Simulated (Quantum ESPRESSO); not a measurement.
A run of Quantum ESPRESSO 7.5 is set up as follows.

Contents of pw.in:

```
&CONTROL
  calculation = 'vc-relax'
  prefix = 'pwscf'
  outdir = './tmp'
  pseudo_dir = './pseudo'
  tprnfor = .true.
  tstress = .true.
  disk_io = 'low'
  nstep = 40
  forc_conv_thr = 0.0004
  etot_conv_thr = 1d-05
/
&SYSTEM
  ibrav = 0
  nat = 2
  ntyp = 2
  ecutwfc = 63
  ecutrho = 506
  nbnd = 14
  input_dft = 'pbesol'
  occupations = 'smearing'
  smearing = 'fd'
  degauss = 0.00367493
/
&ELECTRONS
  conv_thr = 4d-10
  electron_maxstep = 120
  mixing_beta = 0.5
/
&IONS
  ion_dynamics = 'bfgs'
/
&CELL
  cell_dynamics = 'bfgs'
  press = 20
  press_conv_thr = 0.3
/
ATOMIC_SPECIES
Cl    35.4500 cl_pbe_v1.4.uspp.F.UPF
Na    22.9898 na_pbe_v1.5.uspp.F.UPF
CELL_PARAMETERS angstrom
   3.5021900000    0.0000000000    0.0000000000
   0.0000000000    3.5021900000    0.0000000000
   0.0000000000    0.0000000000    3.5021900000
ATOMIC_POSITIONS angstrom
Cl     1.7510950000    1.7510950000    1.7510950000
Na     0.0000000000    0.0000000000    0.0000000000
K_POINTS automatic
8 8 8 0 0 0
```

Potentials or basis: SSSP 1.3 efficiency PBE.

Launch:

```console
$ OMP_NUM_THREADS=1 pw.x -in pw.in > pw.out
```

(1) What does it give for the space group after relaxing (to 0.05 Å)?

(2) Predict the band gap on the k mesh.

(3) Predict the relaxed cell.

(4) Estimate the relaxed volume.

Results:

(1) Pm-3m (No. 221).

(2) 4.18 eV, indirect (least direct gap 4.77 eV).

(3) a = 3.381 Å, b = 3.381 Å, c = 3.381 Å, α = 90.00°, β = 90.00°, γ = 90.00°.

(4) 19.33 Å³/atom.

Caveat: the potentials were made for another functional, which shifts forces and pressure.
